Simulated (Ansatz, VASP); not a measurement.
Given: the input of a run of Ansatz 0.2.0 on BN.

Contents of input.yaml:

```yaml
crystal:
  lattice:
    - [0.0, 1.813001, 1.813001]
    - [1.813001, 0.0, 1.813001]
    - [1.813001, 1.813001, 0.0]
  atoms:
    - { symbol: "N", position: [0.267683, 0.260674, 0.228735] }
    - { symbol: B, position: [-0.020629, 0.021681, 0.001649] }
hamiltonian:
  xc: pbe
  pseudopotentials: { kind: paw }
kpoints:
  mp_grid: { grid: [13, 13, 13] }
scf:
  occupations: { method: fermi_dirac, width: 0.05 }
output:
  forces: true
  stress: true
  eigenvalues: true
```

Potentials or basis: Ansatz PAW.

Command:

```bash
$ ansatz run input.yaml --threads 1 --pin off --max-ram 3584MiB --backend cpu --events-out ev --progress --plain --runs-dir out
```

**Question.** Translate it to VASP 6.6.1. Potentials there: VASP PAW PBE potentials, release 64 (N, B).

**Answer.** As run (the cutoff follows the program's own potentials):

File INCAR:

```
SYSTEM = BN
ALGO = Normal ; EDIFF = 1E-7
ENCUT = 520 ; GGA = PE
ISIF = 2 ; ISMEAR = -1
LASPH = .TRUE. ; LCHARG = .FALSE.
LREAL = .FALSE. ; LWAVE = .FALSE.
NBANDS = 11 ; NELM = 100
PREC = Accurate ; SIGMA = 0.05
```

File KPOINTS:

```
k-points
0
G
  13 13 13
  0 0 0
```

File POSCAR:

```
BN
1.0
    0.0000000000      1.8130010000      1.8130010000
    1.8130010000      0.0000000000      1.8130010000
    1.8130010000      1.8130010000      0.0000000000
N B
1 1
Direct
    0.2676830000      0.2606740000      0.2287350000
   -0.0206290000      0.0216810000      0.0016490000
```

Potentials or basis: VASP PAW PBE potentials, release 64 (N, B).

Command:

```console
$ cat potpaw_PBE.64/N/POTCAR potpaw_PBE.64/B/POTCAR > POTCAR
$ mpirun -np 1 vasp_std > vasp.out
```

Both were run:

|  | VASP | Ansatz | Ansatz less VASP |
| --- | --- | --- | --- |
| gap on the k mesh at the Fermi level (eV) | 3.89 | 3.90 | +0.012 |
| least direct gap on the mesh (eV) | 7.79 | 7.80 | +0.007 |
| pressure (GPa) | 2.0 | 1.8 | -0.20 |
| largest component of the traceless stress (GPa) | 2.50 | 2.44 | -0.057 |
| rms of the force components (eV/Å) | 1.317 | 1.312 | -0.0056 |

Atom by atom the forces differ by 0.006 eV/Å (rms over components).

Caveats: an odd mesh through Γ misses points on the zone boundary, where band edges often lie (VASP); odd divisions of the mesh miss points on the zone boundary, where band edges often lie, so the gap on the mesh can be too wide (Ansatz); the pressure holds a Pulay correction of +1.0 GPa for the finite cutoff (Ansatz).
